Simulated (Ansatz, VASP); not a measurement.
## Zr in VASP and in Ansatz

Contents of INCAR:

```
PREC     = Accurate       # precision mode
ENCUT    = 520            # plane-wave cutoff, eV
EDIFF    = 1E-6           # SCF threshold, eV
ISMEAR   = 1              # smearing method
SIGMA    = 0.3            # smearing width, eV
LREAL    = F              # projectors in reciprocal space
LASPH    = T              # aspherical terms in the spheres
NELM     = 60             # most SCF steps
ALGO     = Normal         # electronic algorithm
ISIF     = 2              # what is computed and relaxed
LWAVE    = F              # write WAVECAR
LCHARG   = F              # write CHGCAR
GGA      = PE             # functional
NBANDS   = 19             # bands
```

The input KPOINTS:

```
Automatic mesh
0
Gamma
  11 11 6
```

Contents of POSCAR:

```
Zr
1.0
    3.2318821451      0.0000000000      0.0000000000
   -1.6159410725      2.7988920397      0.0000000000
    0.0000000000      0.0000000000      5.1741041053
Zr
2
Direct
    0.3333333333      0.6666666667      0.2500000000
    0.6666666667      0.3333333333      0.7500000000
```

Input for Ansatz:

```yaml
crystal:
  lattice:
    - [3.2318821451, 0.0, 0.0]
    - [-1.6159410725, 2.7988920397, 0.0]
    - [0.0, 0.0, 5.1741041053]
  atoms:
    - { symbol: Zr, position: [0.3333333333, 0.6666666667, 0.25] }
    - { symbol: Zr, position: [0.6666666667, 0.3333333333, 0.75] }
hamiltonian:
  xc: pbe
  pseudopotentials:
    kind: paw
    azcp:
      Zr: "pseudopotentials/Zr.paw.azcp"
basis:
  ecutwfc: 420
  fft_grid_basis: typed
kpoints:
  mp_grid: { grid: [11, 11, 6], shift: [0, 0, 0] }
magnetization:
  spin_polarized: false
scf:
  occupations: { method: methfessel_paxton, width: 0.3 }
  lower_state_search: "off"
output:
  stress: true
```

Alike in both runs: task single point; functional PBE; k mesh 11 × 11 × 6; occupations methfessel-paxton of order 1, width 0.3 eV; no spin polarisation.

|  | VASP | Ansatz |
| --- | --- | --- |
| version | VASP 6.6.1 | Ansatz 0.2.0 |
| potentials or method | VASP PAW PBE potentials, release 64 (Zr_sv) | plane waves (420 eV) with PAW, scalar-relativistic |
| plane-wave cutoff (eV) | 520 | 420 |
| valence electrons in the cell | 24 | 24 |

```csv
,VASP,Ansatz,Ansatz less VASP
pressure (GPa),-0.1,-0.1,-0.04
largest component of the traceless stress (GPa),0.15,0.14,-0.006
```
